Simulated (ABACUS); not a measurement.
Input of an ABACUS 3.10.1 run:

File INPUT:

```
INPUT_PARAMETERS
suffix              Au
calculation         scf
basis_type          pw
pseudo_dir          ./
symmetry            1
dft_functional      pz
ecutwfc             76
pseudo_rcut         10
nspin               1
nbands              20
ks_solver           dav
smearing_method     fd
smearing_sigma      0.00367493
scf_thr             1e-08
scf_nmax            100
mixing_type         broyden
mixing_beta         0.7
cal_force           1
cal_stress          1
out_chg             1
kpar                4
```

The input STRU:

```
ATOMIC_SPECIES
Au 196.9666 Au.upf

LATTICE_CONSTANT
5.4384893002

LATTICE_VECTORS
0.0000000000 0.7071067812 0.7071067812
0.7071067812 0.0000000000 0.7071067812
0.7071067812 0.7071067812 0.0000000000

ATOMIC_POSITIONS
Cartesian

Au
0.0
1
0.0000000000 0.0000000000 0.0000000000 1 1 1
```

Contents of KPT:

```
K_POINTS
0
Gamma
9 9 9 0 0 0
```

Potentials or basis: PseudoDojo NC SR 0.4.1 LDA standard, plane waves.

The run is started by

```console
$ OMP_NUM_THREADS=1 mpirun -np 4 abacus > log
```

Q: Predict the pressure.

A: -3.4 GPa.

Q: What does it give for the band gap on the k mesh?

A: None (metal or under the smearing width).

Spin-orbit coupling is left out, which matters for the levels of Au.
